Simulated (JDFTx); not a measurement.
The system is BeS.

```xyz
2
Lattice="0.0000 2.4250 2.4250 2.4250 0.0000 2.4250 2.4250 2.4250 0.0000" Properties=species:S:1:pos:R:3 pbc="T T T"
S     3.6375    3.6375    3.6375
Be    0.0000    0.0000    0.0000
```

* Program: JDFTx 1.7.0 (patched build)
* Task: single point
* Functional: PBE
* Potentials or basis: PseudoDojo-SR-PBE-0.5-standard
* Cutoff: 1197 eV
* Density cutoff: 4789 eV
* k mesh: 9 × 9 × 9
* Occupations: fermi-dirac, width 0.05 eV
* Spin: no spin polarisation

On this cell: pressure 1.7 GPa; largest force zero by symmetry; band gap on the k mesh 3.21 eV, indirect (least direct gap 5.66 eV).

The same run follows on a disturbed copy (atoms moved at random, drawn with an rms of 0.05 Å):

```
S Be
1.0
     0.00000    2.42500    2.42500
     2.42500    0.00000    2.42500
     2.42500    2.42500    0.00000
S Be
1 1
Direct
  0.75462 0.75952 0.73276
  0.99751 0.99053 0.00167
```

Problem. What changes?

Solution. The energy moves by +10.3 meV/atom; pressure 2.0 GPa; largest force 0.594 eV/Å; band gap on the k mesh 2.97 eV, indirect (least direct gap 5.36 eV).

Forces on the atoms (eV/Å):
```
S    0.054  0.245 -0.538
Be  -0.053 -0.245  0.539
```

Stress tensor (GPa, compression positive):
```
 2.02  1.65 -0.75
 1.65  1.99 -0.20
-0.75 -0.20  1.85
```

Caveats: the empty levels aren't tightly converged; an odd mesh through Γ misses points on the zone boundary, where band edges often lie; forces may be off by hundredths of an eV/Å (some runs).
